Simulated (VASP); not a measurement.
# La2O3 (P-62m) in VASP: notebook

One crystal, La2O3, is run at these levels: r2SCAN, PBEsol, LDA; tasks: relaxation of cell and atoms, atomic charges.

Everything below comes from runs of VASP 6.6.1. Logs are shortened: lines on timing, memory, paths and dates and some standing lists are left out, and cuts for length are marked.

## Step 1: The crystal as given

Symmetry: P-62m, No. 189, hexagonal system. The conventional cell has a = 6.267 Å, b = 6.267 Å, c = 3.300 Å, α = 90.00°, β = 90.00°, γ = 120.00°. Around La (site symmetry -6) lie 6 O at 2.45 Å. Around O (site symmetry m2m) lie 4 La at 2.45 Å.

The cell comes from a database or a generator and needn't be the stable form of this composition.

## Step 2: Relaxation of cell and atoms, r2SCAN

The input, INCAR:

```
SYSTEM = La2O3
ALGO = Normal ; EDIFF = 1E-7
EDIFFG = -0.01 ; ENCUT = 600
IBRION = 2 ; ISIF = 3
ISMEAR = 0 ; KPAR = 2
LASPH = .True. ; LCHARG = .False.
LMIXTAU = .True. ; LREAL = .False.
LWAVE = .False. ; METAGGA = R2SCAN
NELM = 100 ; NSW = 40
PREC = Accurate ; SIGMA = 0.02
```

The input, KPOINTS:

```
k-points
0
Gamma
  4 4 8
  0 0 0
```

The input, POSCAR:

```
La2O3
1.0
    6.2667802772      0.0000000000      0.0000000000
   -3.1333901386      5.4271909200      0.0000000000
    0.0000000000      0.0000000000      3.2997660000
La O
2 3
Direct
    0.6666666667      0.3333333333      0.5000000000
    0.3333333333      0.6666666667      0.5000000000
    0.5080139900      0.0000000000      0.0000000000
    0.0000000000      0.5080139900      0.0000000000
    0.4919860100      0.4919860100      0.0000000000
```

Potentials or basis: VASP PAW PBE potentials, release 64 (La, O).

The run is started by

```bash
$ cat potpaw_PBE.64/La/POTCAR potpaw_PBE.64/O/POTCAR > POTCAR
$ mpirun -np 2 vasp_std > vasp.out
```

OUTCAR:

```text
SYSTEM = La2O3
   EDIFF = 1E-7
   EDIFFG = -0.01
   ENCUT = 600
   IBRION = 2
   ISIF = 3
   ISMEAR = 0
   LASPH = .True.
   LREAL = .False.
   METAGGA = R2SCAN
   NELM = 100
   NSW = 40
   PREC = Accurate

 ion  position               nearest neighbor table
   1  0.667  0.333  0.500-   3 2.45   3 2.45   4 2.45   4 2.45   5 2.45   5 2.45   2 3.62   2 3.62
                             2 3.62
   2  0.333  0.667  0.500-   4 2.45   4 2.45   3 2.45   3 2.45   5 2.45   5 2.45   1 3.62   1 3.62
                             1 3.62
   3  0.508  0.000  0.000-   1 2.45   1 2.45   2 2.45   2 2.45
   4  0.000  0.508  0.000-   2 2.45   2 2.45   1 2.45   1 2.45
   5  0.492  0.492  0.000-   1 2.45   1 2.45   2 2.45   2 2.45

  LATTYP: Found a hexagonal cell.
 ALAT       =     6.2667802772
 C/A-ratio  =     0.5265488583

  Lattice vectors:

 A1 = (   6.2667802772,   0.0000000000,   0.0000000000)
 A2 = (  -3.1333901386,   5.4271909200,   0.0000000000)
 A3 = (   0.0000000000,   0.0000000000,   3.2997660000)

Analysis of symmetry for initial positions (statically):
=====================================================================
 Subroutine PRICEL returns:
 Original cell was already a primitive cell.

 Routine SETGRP: Setting up the symmetry group for a
 hexagonal supercell.

 Subroutine GETGRP returns: Found 12 space group operations
 (whereof 12 operations were pure point group operations)
 out of a pool of 24 trial point group operations.

The static configuration has the point symmetry D_3h.

Analysis of symmetry for dynamics (positions and initial velocities):
=====================================================================
 Subroutine PRICEL returns:
 Original cell was already a primitive cell.

 Routine SETGRP: Setting up the symmetry group for a
 hexagonal supercell.

 Subroutine GETGRP returns: Found 12 space group operations
 (whereof 12 operations were pure point group operations)
 out of a pool of 24 trial point group operations.

The dynamic configuration has the point symmetry D_3h.

 Subroutine INISYM returns: Found 12 space group operations
 (whereof 12 operations are pure point group operations),
 and found     1 'primitive' translations

----------------------------------------------------------------------------------------

                                     Primitive cell

  volume of cell :     112.2284

  direct lattice vectors                    reciprocal lattice vectors
     6.266780277  0.000000000  0.000000000     0.159571575  0.092128692  0.000000000
    -3.133390139  5.427190920  0.000000000     0.000000000  0.184257384  0.000000000
     0.000000000  0.000000000  3.299766000     0.000000000  0.000000000  0.303051792

[... 79 lines left out ...]
   LNONCOLLINEAR =      F non collinear calculations
   LSORBIT =      F    spin-orbit coupling
   LASPH  =      T    aspherical Exc in radial PAW
   ENCUT  =  600.0 eV  44.10 Ry    6.64 a.u.  12.52 12.52  6.59*2*pi/ulx,y,z
   NELM   =    100;   NELMIN=  2; NELMDL= -5     # of ELM steps
   EDIFF  = 0.1E-06   stopping-criterion for ELM
   LREAL  =      F    real-space projection
   EDIFFG = -.1E-01   stopping-criterion for IOM
   NSW    =     40    number of steps for IOM
   IBRION =      2    ionic relax: 0-MD 1-quasi-New 2-CG
   NFREE  =      1    steps in history (QN), initial steepest desc. (CG)
   ISIF   =      3    stress and relaxation
   ISYM   =      2    0-nonsym 1-usesym 2-fastsym
   POTIM  = 0.5000    time-step for ionic-motion
   TEBEG  =    0.0;   TEEND  =   0.0 temperature during run
   PSTRESS=    0.0 pullay stress
   NELECT =      40.0000    total number of electrons
   NUPDOWN=      -1.0000    fix difference up-down
   EMIN   =  10.00;   EMAX   =-10.00  energy-range for DOS
   EFERMI =   0.00;   METHOD = LEGACY
   ISMEAR =     0;   SIGMA  =   0.02  broadening in eV -4-tet -1-fermi 0-gaus
   EFERMI_NEDOS =   21; number of points for ismear=-14 and -15
   IALGO  =     38    algorithm
   IMIX   =      4    mixing-type and parameters
     AMIX     =   0.40;   BMIX     =  1.00
     AMIX_MAG =   1.60;   BMIX_MAG =  1.00
  volume/ion in A,a.u.               =      22.45       151.47
  Fermi-wavevector in a.u.,A,eV,Ry     =   1.160719  2.193442 18.330716  1.347270
  Thomas-Fermi vector in A             =   2.297299
   LORBIT       =      0    0 simple, 1 ext, 2 COOP (PROOUT), +10 PAW based schemes
   METAGGA = R2SCAN    functional components
   LHFCALC =     F    Hartree Fock is set to
   AEXX    =    0.0000 exact exchange contribution
   IVDW    =     0    specifies the selected vdW correction
   LEPSILON=     F    determine dielectric tensor
   LRPA    =     F    only Hartree local field effects (RPA)
 conjugate gradient relaxation of ions
 non-spin polarized calculation
 Gauss-broadening in eV      SIGMA  =   0.02
  energy-cutoff  :      600.00
  volume of cell :      112.23
 maximum number of plane-waves:      3781
   NGX = 25   NGY = 25   NGZ = 13

--------------------------------------- Ionic step        1  -------------------------------------------

 number of electron      40.0000012 magnetization

 Free energy of the ion-electron system (eV)
  ---------------------------------------------------
  ext. energy  EPLUGINS =         0.00000000
  ---------------------------------------------------
  free energy    TOTEN  =       -94.72723256 eV

  energy without entropy =      -94.72723256  energy(sigma->0) =      -94.72723256

------------------------ aborting loop because EDIFF is reached ----------------------------------------

  FORCE on cell =-STRESS in cart. coord.  units (eV):
  Direction    XX          YY          ZZ          XY          YZ          ZX
  --------------------------------------------------------------------------------------
  -------------------------------------------------------------------------------------
  Total        1.3332853      1.3332853     -0.6607806      0.0000000      0.0000000      0.0000000
  in kB       19.0340395     19.0340395     -9.4333329      0.0000000      0.0000000      0.0000000
  external PRESSURE =       9.5449153 kB  Pullay stress =       0.0000000 kB
[... 299 lines left out ...]
--------------------------------------- Ionic step        9  -------------------------------------------

 number of electron      40.0000011 magnetization

 Free energy of the ion-electron system (eV)
  ---------------------------------------------------
  ext. energy  EPLUGINS =         0.00000000
  ---------------------------------------------------
  free energy    TOTEN  =       -94.75052336 eV

  energy without entropy =      -94.75052336  energy(sigma->0) =      -94.75052336

 E-fermi :   3.1251     XC(G=0):  -8.7724

 val. band max:        2.9818322820   @ k =   0.0000   0.0000   0.5000
 cond. band min:       4.9127926234   @ k =   0.0000   0.0000   0.0000
 fundamental gap:      1.9309603414
 Fermi energy:         3.1250805852

 k-point     1 :       0.0000    0.0000    0.0000
  band No.  band energies     occupation
      1     -28.5134      2.00000
      2     -28.2991      2.00000
      3     -15.3743      2.00000
      4     -15.3743      2.00000
      5     -13.8192      2.00000
      6     -11.6093      2.00000
[... 561 lines left out ...]
  FREE ENERGIE OF THE ION-ELECTRON SYSTEM (eV)
  ---------------------------------------------------
  free  energy   TOTEN  =       -94.7505233595 eV

  energy  without entropy=      -94.7505233595  energy(sigma->0) =      -94.75052336

 reached required accuracy - stopping structural energy minimisation
```

It took 11 min on 2 MPI ranks of Intel Xeon 6975P-C (Granite Rapids), shared host; peak memory 0.33 GiB.

What came out:

- Free energy: -94.7505 eV
- Relaxed volume: 22.84 Å³/atom
- Relaxed cell: a = 6.345 Å, b = 6.345 Å, c = 3.275 Å, α = 90.00°, β = 90.00°, γ = 120.00°
- Space group after relaxing (to 0.05 Å): P6/mmm (No. 191)
- Energy gained by relaxing: 4.7 meV/atom
- Ionic steps: 9
- Pressure after relaxing: 0.0 GPa
- Band gap on the k mesh: 1.93 eV, indirect (least direct gap 2.43 eV)

The path:
```csv
step,energy change (eV),largest force (eV/Å),pressure (GPa),volume (Å³)
1,0.0000,0.0511,0.95,112.23
2,-0.0187,0.0603,-0.28,114.40
3,-0.0187,0.0600,-0.24,114.32
4,-0.0191,0.0548,0.27,113.86
5,-0.0193,0.0565,0.09,114.02
6,-0.0199,0.0518,0.08,114.03
7,-0.0214,0.0386,0.06,114.07
8,-0.0231,0.0114,0.01,114.16
9,-0.0233,0.0005,-0.02,114.19
```

Final structure:
```
La O
1.0
     6.34530    0.00000    0.00000
    -3.17265    5.49519    0.00000
     0.00000    0.00000    3.27489
La O
2 3
Direct
  0.66667 0.33333 0.50000
  0.33333 0.66667 0.50000
  0.50006 0.00000 0.00000
  0.00000 0.50006 0.00000
  0.49994 0.49994 0.00000
```

Levels at points of the mesh, in eV from the valence-band top:
| k point | band 16 | band 17 | band 18 | band 19 | band 20 | band 21 | band 22 | band 23 | band 24 |
| --- | --- | --- | --- | --- | --- | --- | --- | --- | --- |
| (0.00, 0.00, 0.00) | -1.95 | -1.02 | -1.02 | -0.74 | -0.49 | 1.93 | 3.90 | 4.59 | 4.59 |
| (0.50, 0.00, 0.00) | -1.66 | -1.64 | -1.22 | -1.11 | -0.96 | 3.11 | 3.90 | 4.85 | 4.86 |
| (0.00, 0.00, 0.50) | -1.53 | -1.21 | -1.21 | -0.35 | 0.00 | 4.82 | 4.91 | 4.91 | 4.91 |
| (0.50, 0.00, 0.50) | -1.88 | -1.62 | -1.38 | -0.70 | -0.67 | 4.75 | 4.97 | 5.02 | 5.03 |

Caveat: the PAW data sets were made with another functional, which shifts forces and pressure a little; spin-orbit coupling is left out, which moves the levels of the heavy elements.

[end of part 1 of 2]
